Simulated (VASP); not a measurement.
# Be16H (a cell with a defect): single point with PBE+D3(BJ)

Be16H (a cell with a defect):

```xyz
17
Lattice="-2.2900 -3.9664 0.0000 3.4350 -1.9832 0.0000 0.0000 0.0000 7.1769" Properties=species:S:1:pos:R:3 pbc="T T T"
Be   -0.0075   -3.9596    0.0080
Be    0.0003   -2.6485    1.7923
Be   -0.0061   -3.9604    3.5778
Be   -0.0116   -2.7114    5.3609
Be   -1.1742   -1.9910    0.0345
Be    2.3092   -2.6530    1.8027
Be   -1.1584   -1.9860    3.5675
Be    2.2361   -2.6111    5.3636
Be    1.1782   -2.0000    0.0349
Be    1.1509   -0.6557    1.7923
Be    1.1573   -1.9879    3.5564
Be    1.2007   -0.6138    5.3608
Be   -0.0058    0.0327    0.0343
Be    1.1282   -4.6154    1.8095
Be   -0.0022    0.0165    3.5675
Be    1.1408   -4.6223    5.3867
H     0.0188   -1.3295    5.6807
```

The cell was built by a generator and needn't be a form met in nature.

- Program: VASP 6.6.1
- Task: single point
- Functional: PBE
- Dispersion: D3(BJ)
- Potentials or basis: VASP PAW PBE potentials, release 64 (Be, H)
- Cutoff: 520 eV
- k mesh: 5 × 6 × 4
- Occupations: gaussian, width 0.1 eV
- Spin: no spin polarisation

The pressure is -6.1 GPa. The largest force is 0.696 eV/Å. The band gap on the k mesh is none (metal or under the smearing width) and the dispersion energy per atom is -0.336 eV.

Forces on the atoms (eV/Å):
```
Be  -0.006  0.003 -0.053
Be  -0.005  0.004 -0.045
Be  -0.001  0.001 -0.037
Be  -0.004 -0.010 -0.103
Be  -0.026 -0.008 -0.033
Be   0.005 -0.003 -0.017
Be   0.013  0.003 -0.018
Be   0.032 -0.018 -0.082
Be   0.023 -0.013 -0.048
Be  -0.006  0.003 -0.045
Be  -0.026  0.016 -0.031
Be   0.003  0.008 -0.103
Be  -0.006  0.027 -0.033
Be  -0.001  0.001 -0.001
Be   0.004 -0.012 -0.018
Be  -0.005  0.002 -0.029
H    0.007 -0.004  0.696
```

Stress tensor (GPa, compression positive):
```
-6.51  0.70 -0.04
 0.70 -5.71  0.02
-0.04  0.02 -6.15
```

Levels at points of the mesh, in eV from the Fermi level:
| k point | band 12 | band 13 | band 14 | band 15 | band 16 | band 17 | band 18 | band 19 | band 20 | band 21 |
| --- | --- | --- | --- | --- | --- | --- | --- | --- | --- | --- |
| (0.00, 0.00, 0.00) | -4.09 | -3.92 | -3.53 | -0.59 | 0.25 | 0.50 | 0.89 | 1.01 | 1.17 | 1.24 |
| (0.00, 0.50, 0.00) | -3.89 | -3.56 | -3.52 | -2.49 | -2.45 | -0.25 | 0.86 | 0.89 | 0.97 | 1.06 |
| (0.00, 0.00, 0.50) | -3.44 | -2.46 | -1.91 | -1.88 | -1.81 | 0.32 | 1.58 | 1.75 | 1.87 | 1.87 |
| (0.00, 0.50, 0.50) | -4.82 | -3.74 | -3.61 | -3.48 | -3.43 | 0.76 | 1.81 | 1.83 | 2.06 | 2.22 |

Wall time 6.4 min on 1 thread of Intel(R) Xeon(R) Platinum 8488C (Sapphire Rapids) (shared host), peak memory 0.34 GiB.
